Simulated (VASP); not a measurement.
A run of VASP 6.6.1 is set up as follows.

The input POSCAR:

```
PbSe
1.0
    3.7681579152      0.0000000000      0.0000000000
    0.0000000000      3.7681579152      0.0000000000
    0.0000000000      0.0000000000      3.7681579152
Pb Se
1 1
Direct
    0.0000000000      0.0000000000      0.0000000000
    0.5000000000      0.5000000000      0.5000000000
```

The input INCAR.step1:

```
  PREC = Accurate
  ENCUT = 520
  EDIFF = 1E-5
  ISMEAR = -1
  SIGMA = 0.02
  LREAL = F
  LASPH = T
  NELM = 100
  ALGO = Normal
  ISIF = 2
  LWAVE = T
  LCHARG = F
  GGA = PE
  NBANDS = 17
```

INCAR.step2

```
  PREC = Accurate
  ENCUT = 520
  EDIFF = 1E-6
  ISMEAR = -1
  SIGMA = 0.02
  LREAL = F
  LASPH = T
  NELM = 100
  ALGO = Normal
  ISIF = 2
  LWAVE = F
  LCHARG = F
  GGA = PE
  LHFCALC = T
  HFSCREEN = 0.2079
  PRECFOCK = Normal
  ISTART = 1
  NBANDS = 17
```

File KPOINTS:

```
regular mesh
0
Gamma
  4 4 4
```

Potentials or basis: VASP PAW PBE potentials, release 64 (Pb_d, Se).

Run with:

```sh
$ cat potpaw_PBE.64/Pb_d/POTCAR potpaw_PBE.64/Se/POTCAR > POTCAR
$ cp INCAR.step1 INCAR
$ mpirun -np 1 vasp_std > vasp.out
$ cp INCAR.step2 INCAR
$ mpirun -np 1 vasp_std > vasp.out
```

Task: Predict the pressure.

Result: -0.4 GPa.

Task: Estimate the band gap on the k mesh.

Result: None (metal or under the smearing width).

Caveat: the k mesh is coarse (spacing up to 0.42 Å⁻¹), so the values aren't converged, least of all with exact exchange; the PAW data sets were made with another functional, which shifts forces and pressure a little. Spin-orbit coupling is left out, which matters for the levels of Pb.
